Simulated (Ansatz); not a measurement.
# Ta2N: from a trial structure to a relaxed crystal

Theory: DFT r2SCAN, scalar-relativistic, plane waves, PAW in Ansatz 0.2.0. Cutoff 500 eV, Γ-centred k mesh, Gaussian smearing, no spin polarisation in the final step.

A relaxed cell is given with its space group left out.

```xyz
6
Lattice="5.1583 0.0000 0.0000 0.0000 5.1583 0.0000 0.0000 0.0000 3.0475" Properties=species:S:1:pos:R:3 pbc="T T T"
Ta    1.4672    1.4672    0.0000
Ta    1.1120    4.0463    1.5238
Ta    3.6912    3.6912    0.0000
Ta    4.0463    1.1120    1.5238
N     0.0000    0.0000    0.0000
N     2.5792    2.5792    1.5238
```

Formation energies are uncorrected and refer to the elements' standard structures at the same level (N₂ as a molecule).

What space group does it have?

P4_2/mnm (No. 136). Conventional cell: a = 5.158 Å, c = 3.048 Å. Around Ta lie 3 N at 2.07–2.19 Å; N has 6 Ta at 2.07–2.19 Å.

How far does it lie from the elements in energy?

-0.88 eV/atom.

Is it a metal?

Yes, bands cross the Fermi level on the 8×8×12 mesh.

The final run used a 8×8×12 mesh on its 6-atom cell and 0.10 eV smearing. The k mesh leaves about 4 meV/atom of noise in metals. Spin–orbit coupling is left out. The cell came from a trial start, so Ta2N may not exist in this structure.

Cost: 3 runs of about 2.2 core-minutes in all, on Intel Xeon 6975P-C (Granite Rapids) (shared hosts).